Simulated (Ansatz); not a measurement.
# PbF2, relaxed from a CdCl2-type start to space group Fm-3m (read at 0.02 Å)

**What was measured.** A cell as deposited of cubic PbF2 (space group Fm-3m), temperature not stated, from the Crystallography Open Database (2011, doi:10.1127/0935-1221/2011/0023-2136), has a = 5.931 Å and 17.38 Å³/atom.

The computed numbers are results of PBE, scalar-relativistic (no spin polarisation) in the plane-wave PAW code Ansatz at 420 eV, Γ-centred 10×10×10 mesh, 0.05 eV Gaussian smearing. The datasets are Ansatz's generated set soft_2.

```cif
data_structure
_symmetry_space_group_name_H-M 'P 1'
_symmetry_Int_Tables_number 1
_cell_length_a 4.2441
_cell_length_b 4.2441
_cell_length_c 4.2441
_cell_angle_alpha 59.971
_cell_angle_beta 59.971
_cell_angle_gamma 59.971
_cell_volume 54.02
loop_
_atom_site_label
_atom_site_type_symbol
_atom_site_fract_x
_atom_site_fract_y
_atom_site_fract_z
_atom_site_occupancy
Pb1 Pb 0.00000 0.00000 0.00000 1
F1 F 0.24995 0.24995 0.24995 1
F2 F 0.75005 0.75005 0.75005 1
```

The start was a prototype's sites filled with these elements; the Crystallography Open Database holds the compound in this structure.

The cell above was scaled in volume, and shape and atoms were relaxed at each volume within its symmetry. Energies are counted from the cell above.

The cell is relaxed to zero pressure at this level.

```
V (Å³/atom)  ΔE (meV/atom)  P (GPa)  gap on the mesh (eV)
      17.02           12.6      4.3                  4.43
      17.29            6.5      3.0                  4.43
      17.65              ?        ?                     ?
      18.01            0.0      0.0                  4.43
      18.37            1.4     -1.3                  4.42
      18.73            5.5     -2.4                  4.40
      19.27           16.0     -3.8                  4.37
      19.81           31.1     -5.1                  4.34
```

Q: Fill in the withheld row.

A: ΔE (meV/atom): 1.6, P (GPa): 1.4, gap on the mesh (eV): 4.43.

Q: What do the points give for the equilibrium volume, the bulk modulus and its pressure derivative (third-order Birch–Murnaghan)?

A: V0 = 18.01 Å³/atom, B0 = 66 GPa, B0′ = 4.8.

B0·V0 = 66.5 GPa × 18.01 Å³ = 7.47 eV/atom sets the scale: near the minimum ΔE ≈ ½ B0 V0 x², with x = V/V0 − 1, and a pressure of 0.7 GPa squeezes the volume by about 1 %. At the ends of the curve: x = −5.5 % predicts 11.3 meV/atom and the run gives 12.6; x = +10.0 % predicts 37.3 meV/atom and the run gives 31.1. Compression costs more and expansion less than the parabola says, since the crystal stiffens as it shrinks; B0′ measures that.

**Comparison.** The computed cell (6.001 Å, 18.01 Å³/atom) differs from the database's by +3.6 % in volume, about +1.2 % in length. PBE usually overestimates volumes by a few per cent. The static lattice also lacks zero-point motion and thermal expansion, roughly 1.0 to 2.6 % in volume at 300 K (room temperature assumed) by Grüneisen's rule, γ·3k_BT/(B0·V0) with γ of 1 to 2.5, so its own overestimate is larger than the figure. Spin–orbit coupling, left out, also moves the volume of such heavy elements' compounds.

Semilocal functionals underestimate band gaps, commonly by a third or more. Spin–orbit coupling, which matters for such heavy elements, is left out.
